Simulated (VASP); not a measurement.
Wanted: the native input for a VASP 6.6.1 run.

```
Task                   : single point
Functional             : PBE
Potentials or basis    : VASP PAW PBE potentials, release 64 (Mg, I)
Cutoff                 : 520 eV
k mesh                 : 6 × 6 × 6
Occupations            : gaussian, width 0.001 eV
Spin                   : no spin polarisation
Dipole correction      : no
Further INCAR settings : ALGO = Normal; EDIFF = 1e-06; NBANDS = 15
```

The structure of MgI2 lies in POSCAR:

```
MgI2
1.0
    2.0786779653      1.2001252828      6.8923459395
   -2.0786779653      1.2001252828      6.8923459395
    0.0000000000     -2.4002505656      6.8923459395
Mg I
1 2
Direct
    0.0000000000      0.0000000000      0.0000000000
    0.2526882635      0.2526882635      0.2526882635
    0.7473117365      0.7473117365      0.7473117365
```

The cell was built by a generator and needn't be a form met in nature.

One way to write it, as run:

INCAR

```
SYSTEM = MgI2
ALGO = Normal ; EDIFF = 1E-6
ENCUT = 520 ; GGA = PE
ISIF = 2 ; ISMEAR = 0
LASPH = .TRUE. ; LCHARG = .TRUE.
LELF = .TRUE. ; LREAL = .FALSE.
LVHAR = .TRUE. ; LWAVE = .FALSE.
NBANDS = 15 ; NELM = 80
PREC = Accurate ; SIGMA = 0.001
```

KPOINTS

```
k-points
0
G
  6 6 6
  0 0 0
```

Potentials or basis: VASP PAW PBE potentials, release 64 (Mg, I).

Launch:

```bash
$ cat potpaw_PBE.64/Mg/POTCAR potpaw_PBE.64/I/POTCAR > POTCAR
$ mpirun -np 1 vasp_std > vasp.out
```

Results of the run:

```yaml
Pressure: 1.1 GPa
Band_gap_on_the_k_mesh: 3.25 eV, indirect (least direct gap 3.66 eV)
```

Caveat: spin-orbit coupling is left out, which moves the levels of the heavy elements.

It took 120 s on 1 thread of Intel(R) Xeon(R) Platinum 8488C (Sapphire Rapids) (shared host), peak memory 0.39 GiB.
